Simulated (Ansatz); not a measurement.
# RbBr: the cost of one run

Computed with Ansatz 0.2.0 (reference: DFT, PBE, plane waves, PAW, unless a step's input says otherwise).

### 1 The starting structure

Symmetry: P6_3/mmc, No. 194, hexagonal system. Conventional cell: a = 5.890 Å, b = 5.890 Å, c = 6.870 Å, α = 90.00°, β = 90.00°, γ = 120.00°. Around Rb (site symmetry -6m2) lie 5 Br at 3.40 to 3.43 Å. Br (site symmetry -6m2) has 5 Rb at 3.40 to 3.43 Å in its first shell of neighbours.

Structure file:

```cif
data_structure
_symmetry_space_group_name_H-M 'P 1'
_symmetry_Int_Tables_number 1
_cell_length_a 5.8900
_cell_length_b 5.8900
_cell_length_c 6.8698
_cell_angle_alpha 90.000
_cell_angle_beta 90.000
_cell_angle_gamma 120.000
_cell_volume 206.40
loop_
_atom_site_label
_atom_site_type_symbol
_atom_site_fract_x
_atom_site_fract_y
_atom_site_fract_z
_atom_site_occupancy
Rb1 Rb 0.33333 0.66667 0.25000 1
Rb2 Rb 0.66667 0.33333 0.75000 1
Br1 Br 0.66667 0.33333 0.25000 1
Br2 Br 0.33333 0.66667 0.75000 1
```

### 2 Baseline

File input.yaml:

```yaml
crystal:
  lattice:
    - [5.8899870995, 0.0, 0.0]
    - [-2.9449935497, 5.1008784561, 0.0]
    - [0.0, 0.0, 6.869784783]
  atoms:
    - { symbol: Rb, position: [0.3333333333, 0.6666666667, 0.25] }
    - { symbol: Rb, position: [0.6666666667, 0.3333333333, 0.75] }
    - { symbol: Br, position: [0.6666666667, 0.3333333333, 0.25] }
    - { symbol: Br, position: [0.3333333333, 0.6666666667, 0.75] }
kpoints:
  mp_grid: { grid: [6, 6, 4] }
hamiltonian:
  xc: pbe
scf:
  occupations: { method: fixed }
  n_extra_bands: 5
output:
  forces: true
  stress: true
  eigenvalues: true
```

The run is started by

```bash
$ ansatz run input.yaml --threads 4 --pin off --max-ram 3686MiB --backend cpu --events-out ev --progress --plain --runs-dir out
```

**Question.** How long does this run take on 4 threads of Arm Neoverse N1, shared host, and how much memory does it need?

About 2.5 s, with a peak of 0.47 GiB.
